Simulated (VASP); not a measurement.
# ScAl3 (Pm-3m) in VASP: single point with r2SCAN

Aim: the single point of ScAl3 with r2SCAN.

Everything below comes from runs of VASP 6.6.1. Logs are shortened: lines on timing, memory, paths and dates and some standing lists are left out, and cuts for length are marked.

## (1) The structure

Symmetry: Pm-3m, No. 221, cubic system. Conventional cell: a = 4.088 Å, b = 4.088 Å, c = 4.088 Å, α = 90.00°, β = 90.00°, γ = 90.00°. Around Sc (site symmetry m-3m) lie 12 Al at 2.89 Å. Al (site symmetry 4/mmm) is surrounded by 4 Sc at 2.89 Å and 8 Al at 2.89 Å.

The cell is a database's computed one.

## (2) Single point, r2SCAN

Input file POSCAR:

```
ScAl3
1.0
    4.0878065700      0.0000000000      0.0000000000
    0.0000000000      4.0878065700      0.0000000000
    0.0000000000      0.0000000000      4.0878065700
Sc Al
1 3
Direct
    0.0000000000      0.0000000000      0.0000000000
    0.5000000000      0.0000000000      0.5000000000
    0.0000000000      0.5000000000      0.5000000000
    0.5000000000      0.5000000000      0.0000000000
```

Input file INCAR.step1:

```
  PREC = Accurate
  ENCUT = 520
  ISMEAR = -5
  SIGMA = 0.05
  LREAL = F
  LASPH = T
  NELM = 100
  LMAXMIX = 4
  GGA = PE
  ALGO = Normal
  EDIFF = 1E-4
  LWAVE = T
  LCHARG = F
```

Input file INCAR.step2:

```
  PREC = Accurate
  ENCUT = 520
  EDIFF = 1E-6
  ISMEAR = -1
  SIGMA = 0.05
  LREAL = F
  LASPH = T
  NELM = 100
  ALGO = Normal
  ISIF = 2
  LWAVE = F
  LCHARG = F
  LMAXMIX = 4
  METAGGA = R2SCAN
  LMIXTAU = T
  LORBIT = 11
  ISTART = 1
```

Input file KPOINTS:

```
regular mesh
0
Gamma
  8 8 8
```

Potentials or basis: VASP PAW PBE potentials, release 64 (Sc_sv, Al).

On the command line:

```console
$ cat potpaw_PBE.64/Sc_sv/POTCAR potpaw_PBE.64/Al/POTCAR > POTCAR
$ cp INCAR.step1 INCAR
$ mpirun -np 1 vasp_std > vasp.out
$ cp INCAR.step2 INCAR
$ mpirun -np 1 vasp_std > vasp.out
```

OUTCAR:

```text
PREC = Accurate
   ENCUT = 520
   EDIFF = 1E-6
   ISMEAR = -1
   LREAL = F
   LASPH = T
   NELM = 100
   ISIF = 2
   METAGGA = R2SCAN
   LORBIT = 11
   ISTART = 1

 ion  position               nearest neighbor table
   1  0.000  0.000  0.000-   2 2.89   3 2.89   4 2.89   2 2.89   3 2.89   3 2.89   4 2.89   3 2.89
                             2 2.89   4 2.89   2 2.89   4 2.89
   2  0.500  0.000  0.500-   1 2.89   3 2.89   4 2.89   1 2.89   4 2.89   3 2.89   4 2.89   4 2.89
                             1 2.89   3 2.89   1 2.89   3 2.89
   3  0.000  0.500  0.500-   1 2.89   2 2.89   4 2.89   1 2.89   4 2.89   1 2.89   2 2.89   1 2.89
                             2 2.89   4 2.89   4 2.89   2 2.89
   4  0.500  0.500  0.000-   1 2.89   2 2.89   3 2.89   2 2.89   3 2.89   1 2.89   2 2.89   2 2.89
                             1 2.89   3 2.89   3 2.89   1 2.89

  LATTYP: Found a simple cubic cell.
 ALAT       =     4.0878065700

  Lattice vectors:

 A1 = (   4.0878065700,   0.0000000000,   0.0000000000)
 A2 = (   0.0000000000,   4.0878065700,   0.0000000000)
 A3 = (   0.0000000000,   0.0000000000,   4.0878065700)

Analysis of symmetry for initial positions (statically):
=====================================================================
 Subroutine PRICEL returns:
 Original cell was already a primitive cell.

 Routine SETGRP: Setting up the symmetry group for a
 simple cubic supercell.

 Subroutine GETGRP returns: Found 48 space group operations
 (whereof 48 operations were pure point group operations)
 out of a pool of 48 trial point group operations.

The static configuration has the point symmetry O_h .

Analysis of symmetry for dynamics (positions and initial velocities):
=====================================================================
 Subroutine PRICEL returns:
 Original cell was already a primitive cell.

 Routine SETGRP: Setting up the symmetry group for a
 simple cubic supercell.

 Subroutine GETGRP returns: Found 48 space group operations
 (whereof 48 operations were pure point group operations)
 out of a pool of 48 trial point group operations.

The dynamic configuration has the point symmetry O_h .

 Subroutine INISYM returns: Found 48 space group operations
 (whereof 48 operations are pure point group operations),
 and found     1 'primitive' translations

----------------------------------------------------------------------------------------

                                     Primitive cell

  volume of cell :      68.3079

  direct lattice vectors                    reciprocal lattice vectors
     4.087806570  0.000000000  0.000000000     0.244629970  0.000000000  0.000000000
     0.000000000  4.087806570  0.000000000     0.000000000  0.244629970  0.000000000
     0.000000000  0.000000000  4.087806570     0.000000000  0.000000000  0.244629970

  length of vectors
     4.087806570  4.087806570  4.087806570     0.244629970  0.244629970  0.244629970

  position of ions in fractional coordinates (direct lattice)
     0.000000000  0.000000000  0.000000000
     0.500000000  0.000000000  0.500000000
     0.000000000  0.500000000  0.500000000
     0.500000000  0.500000000  0.000000000

  ion indices of the primitive-cell ions
   primitive index   ion index
                 1           1
                 2           2
                 3           3
                 4           4

----------------------------------------------------------------------------------------

 KPOINTS: regular mesh

Automatic generation of k-mesh.
 Grid dimensions read from file:
 generate k-points for:    8    8    8

 Generating k-lattice:

  Cartesian coordinates                     Fractional coordinates (reciprocal lattice)
     0.030578746  0.000000000  0.000000000     0.125000000  0.000000000  0.000000000
     0.000000000  0.030578746  0.000000000     0.000000000  0.125000000  0.000000000
     0.000000000  0.000000000  0.030578746     0.000000000  0.000000000  0.125000000

  Length of vectors
     0.030578746  0.030578746  0.030578746

  Shift w.r.t. Gamma in fractional coordinates (k-lattice)
     0.000000000  0.000000000  0.000000000

 Subroutine IBZKPT returns following result:
 ===========================================

 Found     35 irreducible k-points:

 Following reciprocal coordinates:
            Coordinates               Weight
  0.000000  0.000000  0.000000      1.000000
  0.125000  0.000000  0.000000      6.000000
  0.250000  0.000000  0.000000      6.000000
  0.375000  0.000000  0.000000      6.000000
  0.500000  0.000000  0.000000      3.000000
  0.125000  0.125000  0.000000     12.000000
[... 16 lines left out ...]
  0.375000  0.375000  0.125000     24.000000
  0.500000  0.375000  0.125000     24.000000
 [... further k-points ...]
   k-points           NKPTS =     35   k-points in BZ     NKDIM =     35   number of bands    NBANDS=     14
   number of dos      NEDOS =    301   number of ions     NIONS =      4
   total plane-waves  NPLWV =  27000
   dimension x,y,z NGX =    30 NGY =   30 NGZ =   30
   dimension x,y,z NGXF=    60 NGYF=   60 NGZF=   60
   ions per type =               1   3
   NGX,Y,Z   is equivalent  to a cutoff of  12.20, 12.20, 12.20 a.u.
   NGXF,Y,Z  is equivalent  to a cutoff of  24.40, 24.40, 24.40 a.u.
 SYSTEM =  unknown system
   PREC   = accura    normal or accurate (medium, high low for compatibility)
   ISTART =      1    job   : 0-new  1-cont  2-samecut
   ICHARG =      0    charge: 1-file 2-atom 10-const
   ISPIN  =      1    spin polarized calculation?
   LNONCOLLINEAR =      F non collinear calculations
   LSORBIT =      F    spin-orbit coupling
   LASPH  =      T    aspherical Exc in radial PAW
   ENCUT  =  520.0 eV  38.22 Ry    6.18 a.u.   7.60  7.60  7.60*2*pi/ulx,y,z
   NELM   =    100;   NELMIN=  2; NELMDL=  0     # of ELM steps
   EDIFF  = 0.1E-05   stopping-criterion for ELM
   LREAL  =      F    real-space projection
   EDIFFG = 0.1E-04   stopping-criterion for IOM
   NSW    =      0    number of steps for IOM
   IBRION =     -1    ionic relax: 0-MD 1-quasi-New 2-CG
   NFREE  =      0    steps in history (QN), initial steepest desc. (CG)
   ISIF   =      2    stress and relaxation
   ISYM   =      2    0-nonsym 1-usesym 2-fastsym
   POTIM  = 0.5000    time-step for ionic-motion
   TEBEG  =    0.0;   TEEND  =   0.0 temperature during run
   PSTRESS=    0.0 pullay stress
   NELECT =      20.0000    total number of electrons
   NUPDOWN=      -1.0000    fix difference up-down
   EMIN   =  10.00;   EMAX   =-10.00  energy-range for DOS
   EFERMI =   0.00;   METHOD = LEGACY
   ISMEAR =    -1;   SIGMA  =   0.05  broadening in eV -4-tet -1-fermi 0-gaus
   EFERMI_NEDOS =   21; number of points for ismear=-14 and -15
   IALGO  =     38    algorithm
   IMIX   =      4    mixing-type and parameters
     AMIX     =   0.40;   BMIX     =  1.00
     AMIX_MAG =   1.60;   BMIX_MAG =  1.00
  volume/ion in A,a.u.               =      17.08       115.24
  Fermi-wavevector in a.u.,A,eV,Ry     =   1.087079  2.054282 16.078563  1.181741
  Thomas-Fermi vector in A             =   2.223230
   LORBIT       =     11    0 simple, 1 ext, 2 COOP (PROOUT), +10 PAW based schemes
   METAGGA = R2SCAN    functional components
   LHFCALC =     F    Hartree Fock is set to
   AEXX    =    0.0000 exact exchange contribution
   IVDW    =     0    specifies the selected vdW correction
   LEPSILON=     F    determine dielectric tensor
   LRPA    =     F    only Hartree local field effects (RPA)
 non-spin polarized calculation
  energy-cutoff  :      520.00
  volume of cell :       68.31
 maximum number of plane-waves:      1856
   NGX = 15   NGY = 15   NGZ = 15

 number of electron      19.9999996 magnetization

 Free energy of the ion-electron system (eV)
  ---------------------------------------------------
  ext. energy  EPLUGINS =         0.00000000
  ---------------------------------------------------
  free energy    TOTEN  =       -33.51517987 eV

  energy without entropy =      -33.50487113  energy(sigma->0) =      -33.51002550

 E-fermi :   7.3456     XC(G=0): -11.1225

 val. band max:        7.3442580729   @ k =   0.5000   0.2500   0.2500
 cond. band min:       7.4597697052   @ k =   0.2500   0.2500   0.0000
 fundamental gap:      0.1155116323
 Fermi energy:         7.3456131903

 k-point     1 :       0.0000    0.0000    0.0000
  band No.  band energies     occupation
      1     -43.7609      2.00000
      2     -21.4996      2.00000
      3     -21.4996      2.00000
      4     -21.4996      2.00000
      5      -3.3358      2.00000
      6       4.5967      2.00000
      7       4.5967      2.00000
      8       5.2958      2.00000
      9       5.2958      2.00000
     10       5.2958      2.00000
     11       8.6268      0.00000
     12       8.7285      0.00000
     13       8.7285      0.00000
     14       8.7285      0.00000

 k-point     2 :       0.1250    0.0000    0.0000
  band No.  band energies     occupation
      1     -43.7607      2.00000
      2     -21.5048      2.00000
      3     -21.4992      2.00000
      4     -21.4992      2.00000
      5      -3.1834      2.00000
      6       3.4049      2.00000
      7       4.7122      2.00000
      8       5.3210      2.00000
      9       5.3210      2.00000
     10       6.1119      2.00000
[... 362 lines left out ...]
 k-point    24 :       0.5000    0.3750    0.1250
  band No.  band energies     occupation
      1     -43.7582      2.00000
      2     -21.5300      2.00000
      3     -21.5245      2.00000
      4     -21.4991      2.00000
      5      -0.1762      2.00000
      6       0.9160      2.00000
      7       2.1154      2.00000
      8       3.4510      2.00000
      9       5.7228      2.00000
     10       6.2945      2.00000
     11       7.5207      0.05854
     12       9.3678      0.00000
     13      10.0173      0.00000
     14      10.4101      0.00000

 [... further k-points ...]

------------------------ aborting loop because EDIFF is reached ----------------------------------------

  FORCE on cell =-STRESS in cart. coord.  units (eV):
  Direction    XX          YY          ZZ          XY          YZ          ZX
  --------------------------------------------------------------------------------------
  -------------------------------------------------------------------------------------
  Total       -0.0481699     -0.0481699     -0.0481699      0.0000000      0.0000000     -0.0000000
  in kB       -1.1298346     -1.1298346     -1.1298346      0.0000000      0.0000000     -0.0000000
  external PRESSURE =      -1.1298346 kB  Pullay stress =       0.0000000 kB

 VOLUME and BASIS-vectors are now :
 -----------------------------------------------------------------------------
  energy-cutoff  :      520.00
  volume of cell :       68.31
      direct lattice vectors                 reciprocal lattice vectors
     4.087806570  0.000000000  0.000000000     0.244629970  0.000000000  0.000000000
     0.000000000  4.087806570  0.000000000     0.000000000  0.244629970  0.000000000
     0.000000000  0.000000000  4.087806570     0.000000000  0.000000000  0.244629970

 POSITION                                       TOTAL-FORCE (eV/Angst)
 -----------------------------------------------------------------------------------
      0.00000      0.00000      0.00000         0.000000      0.000000      0.000000
      2.04390      0.00000      2.04390         0.000000      0.000000      0.000000
      0.00000      2.04390      2.04390         0.000000      0.000000      0.000000
      2.04390      2.04390      0.00000         0.000000      0.000000      0.000000
 -----------------------------------------------------------------------------------
    total drift:                                0.000000     -0.000000      0.000000

  FREE ENERGIE OF THE ION-ELECTRON SYSTEM (eV)
  ---------------------------------------------------
  free  energy   TOTEN  =       -33.5151798677 eV

  energy  without entropy=      -33.5048711346  energy(sigma->0) =      -33.51002550

 total charge

# of ion       s       p       d       tot
------------------------------------------
    1        2.178   6.146   1.265   9.588
    2        0.414   0.397   0.000   0.811
    3        0.414   0.397   0.000   0.811
    4        0.414   0.397   0.000   0.811
--------------------------------------------------
tot          3.418   7.336   1.265  12.020
```

Wall time 1.8 min (1 thread of Intel Xeon Platinum 8559C (Emerald Rapids), shared host); peak memory 0.18 GiB.

Results:

| Item | Value |
| --- | --- |
| Free energy | -33.5152 eV |
| Pressure | -0.1 GPa |
| Band gap on the k mesh | none (metal or under the smearing width) |
| Valence electrons inside the program's atomic spheres | Sc 9.59; Al 0.81 |

Levels at points of the mesh, in eV from the Fermi level:
```csv
k point,band 8,band 9,band 10,band 11,band 12,band 13
"(0.00, 0.00, 0.00)",-2.05,-2.05,-2.05,1.28,1.38,1.38
"(0.50, 0.00, 0.00)",-1.89,-1.61,0.94,0.94,1.15,1.31
"(0.50, 0.50, 0.00)",-4.73,-0.60,-0.60,1.16,1.48,2.29
"(0.50, 0.50, 0.50)",-4.86,-3.31,-3.31,-3.31,1.03,2.87
```

Caveat: the PAW data sets were made with another functional, which shifts forces and pressure a little.
